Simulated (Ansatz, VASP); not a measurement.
Ti4C: VASP beside Ansatz

```
CELL_PARAMETERS angstrom
2.86396 0.00000 0.00000
-1.43198 2.48026 0.00000
0.00000 0.00000 22.24123
ATOMIC_POSITIONS crystal
Ti 0.66667 0.33333 0.17985
Ti 0.33333 0.66667 0.28179
Ti 0.66667 0.33333 0.38787
Ti 0.33333 0.66667 0.48294
C 0.83333 0.00000 0.53773
```

Alike in both runs: functional LDA; k mesh 9 × 9 × 1; occupations gaussian, width 0.1 eV; no spin polarisation.

Ansatz relaxed the structure, and its values are those at the end. VASP's run is a single point on that final structure, the one shown.

```csv
,VASP,Ansatz
version,VASP 6.6.1,Ansatz 0.2.0
potentials or method,"VASP PAW LDA potentials, release 64 (Ti_sv, C)","scalar-relativistic, plane waves, PAW"
plane-wave cutoff (eV),520,420
valence electrons in the cell,52,52
```

VASP gave:

| Item | Value |
| --- | --- |
| gap on the k mesh at the Fermi level (eV) | none |
| rms of the force components (eV/Å) | 1.222 |
| work function, face that differs most (eV) | 4.51 |

Problem. Which values does Ansatz return?

Solution. gap on the k mesh at the Fermi level (eV): none; rms of the force components (eV/Å): 1.203; work function, face that differs most (eV): 4.68.

A gap of «none» marks a metal or a gap that the smearing closes.
